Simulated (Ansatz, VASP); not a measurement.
Given: the input of a run of VASP 6.6.1 on Ba.

File INCAR:

```
PREC = Accurate
ENCUT = 520
EDIFF = 1E-7
ISMEAR = -1
SIGMA = 0.05
LREAL = False
LASPH = True
NELM = 60
ALGO = Normal
ISIF = 2
LWAVE = False
LCHARG = False
GGA = PE
NBANDS = 11
```

The input KPOINTS:

```
regular mesh
0
Gamma
  7 7 7
```

Contents of POSCAR:

```
Ba
1.0
    3.8377416805      0.0000000000      0.0000000000
    0.0000000000      3.8377416805      0.0000000000
    0.0000000000      0.0000000000      3.8377416805
Ba
1
Direct
    0.0000000000      0.0000000000      0.0000000000
```

Potentials or basis: VASP PAW PBE potentials, release 64 (Ba_sv).

Launch:

```console
$ cat potpaw_PBE.64/Ba_sv/POTCAR > POTCAR
$ mpirun -np 1 vasp_std > vasp.out
```

Translate it to Ansatz 0.2.0. Potentials there: Ansatz PAW.

As run (the cutoff follows the program's own potentials):

The input input.yaml:

```yaml
crystal:
  lattice:
    - [3.8377416805, 0.0, 0.0]
    - [0.0, 3.8377416805, 0.0]
    - [0.0, 0.0, 3.8377416805]
  atoms:
    - { symbol: Ba, position: [0.0, 0.0, 0.0] }
hamiltonian:
  xc: pbe
  pseudopotentials: { kind: paw }
kpoints:
  mp_grid: { grid: [7, 7, 7] }
scf:
  occupations: { method: fermi_dirac, width: 0.05 }
output:
  forces: true
  stress: true
  eigenvalues: true
```

Potentials or basis: Ansatz PAW.

The run is started by

```bash
$ ansatz run input.yaml --threads 2 --pin off --max-ram 5120MiB --backend cpu --events-out ev --progress --plain --runs-dir out
```

Both were run:

|  | VASP | Ansatz | Ansatz less VASP |
| --- | --- | --- | --- |
| gap on the k mesh at the Fermi level (eV) | 0.16 | 0.17 | +0.010 |
| least direct gap on the mesh (eV) | 0.23 | 0.23 | 0.000 |
| pressure (GPa) | 1.0 | 0.8 | -0.19 |

Caveats: spin-orbit coupling is left out, which moves the levels of the heavy elements (VASP); an odd mesh through Γ misses points on the zone boundary, where band edges often lie (VASP).
